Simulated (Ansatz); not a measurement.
# GaAs: how the settings move a single-point run

How sensitive is a single-point run of GaAs to its settings? A reference run comes first, then one run with altered input.

Program: Ansatz 0.2.0. Level of theory: reference: DFT, PBE, all-electron PAW with datasets made for the crystal, scalar-relativistic. These are calculated values, not measurements.

### Step 1. The system as given

The structure is cubic, space group F-43m (No. 216). The conventional cell has a = 5.654 Å, b = 5.654 Å, c = 5.654 Å, α = 90.00°, β = 90.00°, γ = 90.00°. Ga (site symmetry -43m) is surrounded by 4 As at 2.45 Å. As (site symmetry -43m) is surrounded by 4 Ga at 2.45 Å.

Structure file:

```xyz
2
Lattice="0.0000 2.8268 2.8268 2.8268 0.0000 2.8268 2.8268 2.8268 0.0000" Properties=species:S:1:pos:R:3 pbc="T T T"
Ga    0.0000    0.0000    0.0000
As    4.2403    4.2403    4.2403
```

### Step 2. Baseline

input.yaml reads:

```yaml
crystal:
  lattice:
    - [0.0, 2.82685, 2.82685]
    - [2.82685, 0.0, 2.82685]
    - [2.82685, 2.82685, 0.0]
  atoms:
    - { symbol: Ga, position: [0.0, 0.0, 0.0] }
    - { symbol: As, position: [0.75, 0.75, 0.75] }
kpoints:
  mp_grid: { grid: [11, 11, 11] }
  band_path:
    path:
      - [0.0, 0.0, 0.0]
      - [-0.5, -0.5, 0.0]
      - [-0.375, -0.375, 0.25]
      - [-0.375, 0.0, 0.375]
      - [0.0, 0.0, 0.0]
      - [0.0, 0.0, 0.5]
      - [-0.5, -0.25, 0.25]
      - [-0.5, -0.5, 0.0]
    npoints: 8
scf:
  occupations: { method: fermi_dirac, width: 0.05 }
hamiltonian:
  xc: pbe
  pseudopotentials: { kind: all_electron, datasets: crystal }
output:
  forces: true
  stress: true
  eigenvalues: true
  efg: { contact_densities: true }
```

Run with:

```
ansatz run input.yaml --threads 1 --pin off --max-ram 2048MiB --backend cpu --events-out ev --progress --plain --runs-dir out
```

### Step 3. Changing settings: mp_grid.grid [6, 6, 6], dispersion d3bjatm

input.yaml, as its differences from that of step 2:

```diff
@@ -9,3 +9,3 @@
 kpoints:
-  mp_grid: { grid: [11, 11, 11] }
+  mp_grid: { grid: [6, 6, 6] }
   band_path:
@@ -26,2 +26,3 @@
   pseudopotentials: { kind: all_electron, datasets: crystal }
+  dispersion: d3bjatm
 output:
```

What does the calculation give? Wanted: for each run, ending; energy change; pressure; gap; force.

As calculated:

```
                                          run     ending                                     energy change  pressure (GPa)  gap (eV)  force (eV/Å)  cycles  time
                                    reference  converged                                                 0             3.3      0.52          0.00       8  18 s
1: mp_grid.grid [6, 6, 6], dispersion d3bjatm  converged  -295.9 meV/atom (offset of the dispersion model)             1.0      0.52          0.00       8  13 s
```

Residual by cycle in the longest SCF loop of each run; runs are numbered as in the table. The quantity is the density residual dr2, in eV.

```
cycle  reference    run 1
    1      0.627    0.645
    2     0.0756   0.0779
    3     0.0172   0.0173
    4     7.7e-5   7.9e-5
    5     2.0e-5   2.1e-5
    6     2.9e-6   3.0e-6
    7     5.9e-8   6.1e-8
    8    5.3e-10  5.3e-10
```

What this shows: The energy moves by -295.9 meV/atom, nearly all of it the dispersion term itself (-308.0 meV/atom); that offset belongs to the model and is no gain or loss of stability; the pressure goes from 3.3 to 1.0 GPa.
